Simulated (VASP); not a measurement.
A run of VASP 6.6.1:

Contents of INCAR:

```
PREC = Accurate ; ENCUT = 700
EDIFF = 1E-7 ; ISMEAR = 1
SIGMA = 0.1 ; LREAL = False
LASPH = True ; NELM = 80
ALGO = Fast ; ISIF = 2
LWAVE = False ; LCHARG = False
GGA = PE ; NBANDS = 30
KPAR = 2
```

Contents of KPOINTS:

```
regular mesh
0
Gamma
  16 16 8
```

Contents of POSCAR:

```
Sc                                      
1.0
    3.3186409900      0.0000000000      0.0000000000
   -1.6593204900      2.8740274300      0.0000000000
    0.0000000000      0.0000000000     10.3314266800
  Sc            
     4
Direct
     0.0000000000000000    0.0000000000000000    0.0000000000000000
     0.3333330000000032    0.6666669999999968    0.2500000000000000
     0.0000000000000000    0.0000000000000000    0.5000000000000000
     0.3333330000000032    0.6666669999999968    0.7500000000000000
```

Potentials or basis: VASP PAW PBE potentials, release 64 (Sc_sv).

Run with:

```sh
$ cat potpaw_PBE.64/Sc_sv/POTCAR > POTCAR
$ mpirun -np 2 vasp_std > vasp.out
```

Hardware: 2 MPI ranks on AMD EPYC 9R45 96-Core Processor (Zen 5), with other jobs on the host.

Task: How long does it take, and how much memory?

Result: Run time: 5.8 min on 2 MPI ranks on AMD EPYC 9R45 96-Core Processor (Zen 5) (shared host), peak memory 0.6 GiB a rank. Counts: scf iterations 21, k points 150.
